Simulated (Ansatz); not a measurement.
# Ge (I4_1/amd) in Ansatz: further runs

The runs below take Ge through phonons, elastic constants, with PBEsol.

Everything below comes from runs of Ansatz 0.2.0. Logs are shortened: lines on timing, memory, paths and dates and some standing lists are left out, and cuts for length are marked.

### 1 The crystal as given

The structure is tetragonal, space group I4_1/amd (No. 141). Conventional cell: a = 5.149 Å, b = 5.149 Å, c = 2.795 Å, α = 90.00°, β = 90.00°, γ = 90.00°. Around Ge (site symmetry -4m2) lie 6 Ge at 2.67 to 2.79 Å.

This isn't the form of Ge at room conditions, which is diamond.

### 2 Phonons, PBEsol

input.yaml

```yaml
crystal:
  lattice:
    - [-2.574489719, 2.574489719, 1.3974126432]
    - [2.574489719, -2.574489719, 1.3974126432]
    - [2.574489719, 2.574489719, -1.3974126432]
  atoms:
    - { symbol: Ge, position: [0.5, 0.5, 0.0] }
    - { symbol: Ge, position: [0.25, 0.75, 0.5] }
hamiltonian:
  xc: pbesol
  pseudopotentials: { kind: paw }
kpoints:
  mp_grid: { grid: [10, 10, 10] }
scf:
  occupations: { method: fermi_dirac, width: 0.05 }
phonons:
  method: dfpt
  qmesh: [2, 2, 2]
  temperatures: { t_max: 1000, t_step: 100 }
  qpath:
    path:
      - [[0.0, 0.0, 0.0], [0.0, 0.0, 0.5], [-0.5, 0.5, 0.5], [0.0, 0.0, 0.0], [0.323655812, 0.323655812, -0.323655812], [0.25, 0.25, 0.25], [0.0, 0.5, 0.0], [-0.323655812, 0.676344188, 0.323655812], [-0.5, 0.5, 0.5]]
      - [[0.0, 0.0, 0.5], [0.25, 0.25, 0.25]]
    npoints: 8
```

Potentials or basis: Ansatz PAW.

Command:

```
> ansatz run input.yaml --threads 2 --pin off --max-ram 5632MiB --backend cpu --events-out ev --progress --plain --runs-dir out
```

What it wrote:

```text
Warning: RAYON_NUM_THREADS=2 ignored (pool sized by the plan → 2); use --threads N
Engine: ansatz 0.2.0, x86_64-unknown-linux-gnu
Pseudopotentials: kind: paw
Pseudopotential: Ge, paw, valence charge 14, recommended cutoff 420 eV (normal), Ge.paw.azcp
Functional definition: PBEsol
  exchange = pbesol_x
  correlation = pbesol_c
Crystal: 2 atoms, lattice volume = 37.048 Å³
Basis set: ecut = 420 eV, 733 PW (Γ), exchange–correlation on 64×64×64 points (8 copies of the dense FFT grid, shifted against one another)
Bands: 18, of which v1, the nominal top of the filled ones, is band 14 counted from 1 (13 counted from 0)
Symmetry: 16 space group operations
k-points: 102 of 1000
Non-local potential: Ge, projectors of the file, l = 0: 2, l = 1: 2, l = 2: 3, l = 3: 1
PAW form: soft (Blöchl's): semilocal exchange-correlation on the pseudo side does not see the compensation charge
PAW frozen core: Ge, regenerated for the run's functional, and the local potential with it (the file was generated under x = pbe(κ = 0.804, μ = 0.2195149727645171), c = pbe(β = 0.06672455060314922))
PAW one-centre angular grid: Ge, 590 points (default); XC on 64 Gauss nodes
Initial density: superposition of atomic densities (neutral atoms: chi_scale 0, normalization atom), corrected by the library's trained network
Initial wavefunctions: pseudopotential atomic-orbital guess
Functional: x = pbesol(κ = 0.804, μ = 0.12345679012345678), c = pbesol(β = 0.046)
SCF iter   1: F=—  HF=-8506.664630 eV  |F-HF|=—  |Δ(HF+E_count)|=         —  Δρ=2.23e-3  dr2=1.19e-3  ethr=1.77e-3  ⟨swp⟩=5.4  Hψ=7628  notcnv=0
preconditioner: auto → Kerker (q_TF=auto, 2.604 Å⁻¹)  [metal: Δε(μ)=0.003 eV  Ē_g=23.453 eV  σ=0.050 eV  W_gap=0.01  n_scr=16 (ndim 8)  ℏωp=32.3 eV  f_vac=0.000  D(μ)=0.79/eV (n_scr^D=4)]
SCF iter   2: F=—  HF=-8506.663464 eV  |F-HF|=—  |Δ(HF+E_count)|=   1.17e-3  Δρ=1.09e-3  dr2=3.23e-4  ethr=4.25e-6  ⟨swp⟩=2.0  Hψ=4068  notcnv=0
SCF iter   3: F=—  HF=-8506.663464 eV  |F-HF|=—  |Δ(HF+E_count)|=   5.51e-7  Δρ=5.91e-4  dr2=1.07e-4  ethr=1.15e-6  ⟨swp⟩=1.0  Hψ=1833  notcnv=0
SCF iter   4: F=—  HF=-8506.663456 eV  |F-HF|=—  |Δ(HF+E_count)|=   7.87e-6  Δρ=7.04e-5  dr2=1.51e-6  ethr=3.83e-7  ⟨swp⟩=2.1  Hψ=2164  notcnv=0
SCF iter   5: F=—  HF=-8506.663456 eV  |F-HF|=—  |Δ(HF+E_count)|=   1.11e-7  Δρ=1.01e-5  dr2=3.77e-8  ethr=5.39e-9  ⟨swp⟩=2.6  Hψ=2882  notcnv=0
SCF iter   6: F=—  HF=-8506.663456 eV  |F-HF|=—  |Δ(HF+E_count)|=   2.36e-9  Δρ=2.50e-6  dr2=2.25e-9  ethr=1.35e-10  ⟨swp⟩=1.5  Hψ=1932  notcnv=0
SCF iter   7: F=—  HF=-8506.663456 eV  |F-HF|=—  |Δ(HF+E_count)|=  5.51e-10  Δρ=4.48e-7  dr2=7.13e-11  ethr=8.05e-12  ⟨swp⟩=2.3  Hψ=3146  notcnv=0
SCF iter   8: F=-8506.663456 eV  HF=-8506.663456 eV  |F-HF|=1.82e-12  |Δ(HF+E_count)|=  3.64e-12  Δρ=9.82e-8  dr2=2.59e-12  ethr=1.00e-12  ⟨swp⟩=5.1  Hψ=7004  notcnv=0
SCF 1 converged in 8 iterations: F = -8506.663456 eV  dr2 = 2.59e-12
NSCF: frozen V_eff on 102 k-points
NSCF: frozen V_eff on 171 k-points
DFPT response loops at q = (0, 0, 0) (fractional): preconditioner auto → Kerker (q_TF=auto, 2.604 Å⁻¹) (partly filled bands, converged f_vac=0.000); β = 1.00, the filter's whole step (`scf.mixing.beta` (0.50) is not read by the response loops under this deck's `scf.mixing.preconditioner`; to damp them name `kerker` or `kerker_dos`, under which they read `scf.mixing.beta`, and type it under 1.00, their step now; both keys bind the ground state too); Broyden in place of MSR1
NSCF: frozen V_eff on 564 k-points
DFPT response loops at q = (0, 0, -0.5) (fractional): mixed as the last ones told, above
NSCF: frozen V_eff on 564 k-points
DFPT response loops at q = (0, -0.5, 0) (fractional): mixed as the last ones told, above
NSCF: frozen V_eff on 342 k-points
DFPT response loops at q = (-0.5, -0.5, -0.5) (fractional): mixed as the last ones told, above
SCF converged after 8 iterations
Free energy (F): -8506.663456 eV
Harris-Foulkes:  -8506.663456 eV  (|F-HF|=1.82e-12)
Internal energy: -8506.657066 eV  (E = F + TS)
E sigma→0 (E₀):  -8506.660261 eV
Entropy (-TS):   -0.006390 eV (-3.195 meV/atom)
Fermi energy:    11.078415 eV
--- Per-component energies (eV) ---
  E_band       = -225.373034
  E_kinetic    = 222.224532
  E_local      = -4292.262485  (includes V_loc(G=0)·N_el)
  E_nonlocal   = 836.241210
  E_hartree    = 1878.594931
  E_xc         = -150.464816
  E_vxc        = -130.022887  (∫ρ·V_xc dr)
  E_paw        = -3954.024152  (= ΣΔE_a)
  E_vpaw       = -618.743831  (= ΣTr[D̂ρ^β])
  E_aug_tail   = 0.000591  (compensation charges beyond the density's cutoff)
  E_ewald      = -3048.802751
  E_core_change = 1.835872  (= ΣΔE_core)
  E_smearing   = -0.006390  (= −TS)
  E_closure    = 0.000000  (closes the sum)
  Σ components = -8506.663456   (vs F -8506.663456, Δ=0.00e0)
--- Band table (eV; the first three rows and the last of 102) ---
  k-point 0: bands = ["-13.6751", "-13.6301", "-13.6001", "-13.5978", "-13.4925", "-13.4925", "-13.4861", "-13.4861", "-13.4247", "-13.3577", "-2.2670", "6.9782", "8.7066", "8.7066", "14.2769", "18.6338", "18.6338", "19.1927"]
  k-point 1: bands = ["-13.6697", "-13.6311", "-13.6010", "-13.5953", "-13.4948", "-13.4897", "-13.4846", "-13.4841", "-13.4279", "-13.3633", "-2.1564", "6.0371", "8.8278", "9.3896", "14.8499", "17.5064", "18.0418", "19.2918"]
  k-point 2: bands = ["-13.6542", "-13.6334", "-13.6090", "-13.5814", "-13.5024", "-13.4831", "-13.4815", "-13.4783", "-13.4372", "-13.3787", "-1.8250", "4.5224", "9.1899", "10.2708", "15.9014", "16.4247", "16.7809", "19.0378"]
  k-point 101: bands = ["-13.6361", "-13.6361", "-13.5097", "-13.5097", "-13.4961", "-13.4961", "-13.4902", "-13.4902", "-13.4829", "-13.4829", "2.1684", "2.1684", "5.1207", "5.1207", "17.1989", "17.1989", "22.0551", "22.0551"]
--- Phonons (Γ-DFPT): 2 representative perturbations + reference (Σ response iterations 6) ---
  ASR residual: 5.001e-5 → 0.000e0 eV/Å²; symmetrization residual: 8.450e-13 eV/Å²
  ASR residual per site (eV/Å²): 5.00e-5 5.00e-5
  Γ frequencies (cm⁻¹): 0.00 0.00 0.00 66.45 173.69 173.69
--- Phonons (arbitrary-q DFPT): 4 irreducible q on the 2×2×2 mesh ---
  q = [0.0000, 0.0000, 0.0000] (star 1, of the zone-centre solve; hermiticity 1.78e-13, symmetrization 1.53e-13): -0.00 0.00 0.00 66.45 173.69 173.69
  q = [0.0000, 0.0000, -0.5000] (star 2, 2 solved perturbations in 453 linear systems a pass and spin channel, the states on 282 of 1000 k-point pairs; hermiticity 1.78e-8, symmetrization 2.08e-13): 56.44 56.44 143.19 143.19 152.90 152.90
  q = [0.0000, -0.5000, 0.0000] (star 4, 3 solved perturbations on 282 of 1000 k-point pairs; hermiticity 4.35e-7, symmetrization 7.90e-13): 67.86 69.70 94.16 143.62 159.00 171.05
  q = [-0.5000, -0.5000, -0.5000] (star 1, 2 solved perturbations in 273 linear systems a pass and spin channel, the states on 171 of 1000 k-point pairs; hermiticity 4.84e-13, symmetrization 2.70e-13): 55.18 55.18 69.54 69.54 195.02 195.02
  sum rule: each row above includes the acoustic sum rule's correction from the zone centre's row sums; it moved no ω² by more than (0.43 cm⁻¹)²
  mesh force constants: q→R imaginary residual 1.04e-17; ASR residual 5.001e-5 → 0.000e0 eV/Å²; symmetrization residual 2.665e-15 eV/Å²
  interpolated dispersion: 74 rows × 6 modes
  density of states and harmonic sums: on the 26×26×18 q-mesh, interpolated from the force constants of a 2×2×2 supercell (no non-analytic term)
  largest difference from the sums on the solved wave vectors: F 9.07e-2 eV, S 1.23e-4 and C_V 3.23e-5 eV/K
  zero-point energy: 0.041885 eV/cell   skipped modes (ω ≤ 0): 3   left out of the sums: 4.11e-5 of the cell's modes: C_V's classical limit lies that fraction below 3 k_B per atom; for a crystal, a wire or a layer, F and S can be off by more, and a phonons.interpolated_qmesh denser along its periods is the remedy for the sampling
```

Run time: 62 s. Hardware: 2 threads of AMD EPYC 7R43 (Zen 3), shared host; peak memory 0.87 GiB.

Results:

```yaml
Free_energy: -8506.6635 eV
Band_gap_on_the_k_mesh: none (metal or under the smearing width)
Highest_phonon_frequency: 195 cm⁻¹
```

Phonon frequencies in cm⁻¹ (negative: imaginary):
```tsv
q point	frequencies
(0.000, 0.000, 0.000)	0 0 0 66 174 174
(0.000, 0.000, -0.500)	56 56 143 143 153 153
(0.000, -0.500, 0.000)	68 70 94 144 159 171
(-0.500, -0.500, -0.500)	55 55 70 70 195 195
```

Caveat: the q mesh is small, so phonon branches between its points and thermal values are rough; the PAW data sets come from PBE, with cores solved anew for the run's functional, which leaves a small shift of forces and pressure.

### 3 Elastic constants, PBEsol

input.yaml

```yaml
crystal:
  lattice:
    - [-2.574489719, 2.574489719, 1.3974126432]
    - [2.574489719, -2.574489719, 1.3974126432]
    - [2.574489719, 2.574489719, -1.3974126432]
  atoms:
    - { symbol: Ge, position: [0.5, 0.5, 0.0] }
    - { symbol: Ge, position: [0.25, 0.75, 0.5] }
hamiltonian:
  xc: pbesol
  pseudopotentials: { kind: paw }
kpoints:
  mp_grid: { grid: [10, 10, 10] }
scf:
  occupations: { method: fermi_dirac, width: 0.05 }
output:
  forces: true
  stress: true
elastic:
  mode: relaxed_ion
  stencil: two_point
```

Potentials or basis: Ansatz PAW.

Command:

```
> ansatz run input.yaml --threads 2 --pin off --max-ram 5632MiB --backend cpu --events-out ev --progress --plain --runs-dir out
```

Run time: 50 s. Hardware: 2 threads of AMD EPYC 7R43 (Zen 3), shared host; peak memory 0.51 GiB.

Results (log left out):

```
Free energy            : -8506.6635 eV
Pressure               : -0.7 GPa
Band gap on the k mesh : none (metal or under the smearing width)
Voigt bulk modulus     : 75 GPa
```

Stress tensor (GPa, compression positive):
```
-0.83  0.00  0.00
 0.00 -0.83  0.00
 0.00  0.00 -0.51
```

Levels at points of the mesh, in eV from the Fermi level:
```tsv
k point	band 11	band 12	band 13	band 14	band 15	band 16	band 17	band 18
(0.00, 0.00, 0.00)	-13.35	-4.10	-2.37	-2.37	3.20	7.56	7.56	8.11
(0.00, 0.00, -0.50)	-10.60	-10.60	0.58	0.58	1.87	1.87	7.49	7.49
(0.00, -0.50, 0.00)	-8.08	-6.42	-2.67	-2.04	-1.38	2.42	3.53	5.47
(-0.50, -0.50, -0.50)	-8.91	-8.91	-5.96	-5.96	6.12	6.12	10.98	10.98
```

Elastic tensor in Voigt notation (GPa, in the Cartesian axes of the cell as first typed):
```
105  48  69   0   0   0
 48 105  69   0   0   0
 69  69  97   0   0   0
  0   0   0  51   0   0
  0   0   0   0  51   0
  0   0   0   0   0  61
```

Caveat: elastic constants of metals need much finer meshes, so these are rough; the PAW data sets come from PBE, with cores solved anew for the run's functional, which leaves a small shift of forces and pressure.
